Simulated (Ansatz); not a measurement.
Rh in Ansatz: the effect of functional

Rh:

```xyz
2
Lattice="2.7126 0.0000 0.0000 -1.3563 2.3492 0.0000 0.0000 0.0000 4.3988" Properties=species:S:1:pos:R:3 pbc="T T T"
Rh    0.0000    1.5661    1.0997
Rh    1.3563    0.7831    3.2991
```

This isn't the form of Rh at room conditions, which is fcc.

The cell isn't the ideal one: volume scaled by 0.98.

Alike in all runs:

| Item | Value |
| --- | --- |
| Program | Ansatz 0.2.0 |
| Task | single point |
| Potentials or basis | Ansatz PAW |
| k mesh | 11 × 11 × 6 |
| Occupations | fermi-dirac, width 0.05 eV |
| Spin | no spin polarisation |

**Question.** One run gave: pressure -9.0 GPa. Which functional did it use?
A. PBEsol
B. r2SCAN
C. LDA

**Answer.** A.

```csv
functional,cutoff,pressure (GPa)
LDA,420 eV (not typed: the program's choice for these potentials),-14.9
PBEsol,420 eV (not typed: the program's choice for these potentials),-9.0
r2SCAN,500 eV (not typed: the program's choice for these potentials),-4.8
```

Caveats: the PAW data sets come from PBE, with cores solved anew for the run's functional, which leaves a small shift of forces and pressure.
